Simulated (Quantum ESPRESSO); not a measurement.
Set up this calculation in Quantum ESPRESSO 7.5, as the native input.

```
Task                : single point
Functional          : PBEsol
Potentials or basis : SSSP 1.3 efficiency PBE
Cutoff              : 748 eV
Density cutoff      : 5987 eV
k mesh              : 8 × 8 × 5
Occupations         : fermi-dirac, width 0.05 eV
Spin                : no spin polarisation
Hubbard terms       : Zr d U = 4 eV
Hubbard projectors  : ortho-atomic
Mixing beta         : 0.3
Most SCF iterations : 120
SCF threshold       : 6e-10 Ry
```

The system is ZrSe2.

```
Zr Se
1.0
     3.79800    0.00000    0.00000
    -1.89900    3.28916    0.00000
     0.00000    0.00000    6.19200
Zr Se
1 2
Direct
  0.00000 0.00000 0.00000
  0.66667 0.33333 0.75000
  0.33333 0.66667 0.25000
```

These files were run (other wordings do the same):

pw.in

```
&CONTROL
  calculation = 'scf'
  prefix = 'pwscf'
  outdir = './tmp'
  pseudo_dir = './pseudo'
  tprnfor = .true.
  tstress = .true.
  disk_io = 'nowf'
/
&SYSTEM
  ibrav = 0
  nat = 3
  ntyp = 2
  ecutwfc = 55
  ecutrho = 440
  nbnd = 22
  input_dft = 'pbesol'
  occupations = 'smearing'
  smearing = 'fd'
  degauss = 0.00367493
/
&ELECTRONS
  conv_thr = 6d-10
  electron_maxstep = 120
  mixing_beta = 0.3
/
ATOMIC_SPECIES
Zr    91.2240 Zr_pbe_v1.uspp.F.UPF
Se    78.9710 Se_pbe_v1.uspp.F.UPF
CELL_PARAMETERS angstrom
   3.7980000000    0.0000000000    0.0000000000
  -1.8990000000    3.2891644836    0.0000000000
   0.0000000000    0.0000000000    6.1920000000
ATOMIC_POSITIONS crystal
Zr     0.0000000000    0.0000000000    0.0000000000
Se     0.6666666667    0.3333333333    0.7500000000
Se     0.3333333333    0.6666666667    0.2500000000
K_POINTS automatic
8 8 5 0 0 0
HUBBARD {ortho-atomic}
U Zr-4d 4.0
```

Potentials or basis: SSSP 1.3 efficiency PBE.

Launch:

```bash
$ OMP_NUM_THREADS=1 pw.x -in pw.in > pw.out
```

It gave:

* Pressure: 2.5 GPa
* Largest force: 0.392 eV/Å
* Band gap on the k mesh: 1.03 eV, indirect (least direct gap 1.72 eV)

Caveat: the potentials were made for another functional, which shifts forces and pressure; an odd mesh through Γ misses points on the zone boundary, where band edges often lie; this functional lacks dispersion, which binds the layers, so the pressure and a relaxed spacing across them are unreliable.

Run time: 71 s on 1 thread of Arm Neoverse V2 (shared host), peak memory 0.37 GiB.
